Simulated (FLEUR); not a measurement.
**AlPt: band structure with SCAN**

AlPt:

```
CELL_PARAMETERS angstrom
3.09155 0.00000 0.00000
0.00000 3.09155 0.00000
0.00000 0.00000 3.09155
ATOMIC_POSITIONS crystal
Pt 0.50000 0.50000 0.50000
Al 0.00000 0.00000 0.00000
```

Measurements of this composition are mostly on another form, of space group No. 198.

- Program: FLEUR MaX-R8.1 (later development tree)
- Task: band structure
- Functional: SCAN
- Potentials or basis: all-electron
- Basis: FLAPW
- Kmax: 5.16 1/bohr
- k mesh: 9 × 9 × 9
- Occupations: fermi-dirac, width 0.05 eV
- Spin: no spin polarisation
- Gmax: 16 1/bohr
- Muffin-tin radii: Pt 2.62, Al 1.9 bohr
- lmax: Pt 10, Al 8
- lnonsphr: Pt 10, Al 8
- Local orbitals a species: Pt 5, Al 4
- Max iterations: 80
- Mixing factor: 0.05
- Mixer: Anderson
- Mixer history: 30
- Density convergence: 0.0001 me/bohr^3

```json
{
 "Band gap along the path": "none (metal or under the smearing width)",
 "Valence electrons inside the program's atomic spheres": "Pt 17.10; Al 8.66 (radii Pt 2.62, Al 1.9 bohr)"
}
```

Levels at the corners of the path, in eV from the Fermi level:
```csv
point,band 10,band 11,band 12,band 13,band 14,band 15,band 16,band 17,band 18,band 19
Γ,-5.88,-5.88,-2.63,-2.63,-2.63,4.20,4.20,4.20,9.64,9.64
X,-7.35,-5.23,-4.15,-4.15,-2.42,-0.92,6.46,9.00,9.00,11.21
M,-5.91,-3.80,-3.80,-3.40,-3.40,-1.40,0.89,4.02,9.41,12.85
Γ,-5.88,-5.88,-2.63,-2.63,-2.63,4.20,4.20,4.20,9.64,9.64
R,-6.76,-6.76,-1.31,-1.31,1.36,1.71,1.71,1.71,4.70,6.57
X,-7.35,-5.23,-4.15,-4.15,-2.42,-0.92,6.46,9.00,9.00,11.21
M,-5.91,-3.80,-3.80,-3.40,-3.40,-1.40,0.89,4.02,9.41,12.85
R,-6.76,-6.76,-1.31,-1.31,1.36,1.71,1.71,1.71,4.70,6.57
```

Core levels (eV from the Fermi level):
```csv
atom,levels
1 Pt,"1s1/2 -78315.1, 2s1/2 -13744.8, 2p1/2 -13170.4, 2p3/2 -11441.3, 3s1/2 -3226.1, 3p1/2 -2969.0, 3p3/2 -2588.8, 4s1/2 -691.1, 3d3/2 -2162.0, 3d5/2 -2080.1, 4p1/2 -582.1, 4p3/2 -491.5, 4d3/2 -313.3, 4d5/2 -296.5, 4f5/2 -68.9, 4f7/2 -65.5"
2 Al,1s1/2 -1506.8
```

It took 70 s on 1 thread of Intel(R) Xeon(R) Platinum 8488C (Sapphire Rapids), on a shared host, peak memory 0.09 GiB.

Caveat: the meta-GGA is that of a development version, with a GGA for the radial functions and cores and without core tails; spin-orbit coupling is left out, which moves the levels of the heavy elements.
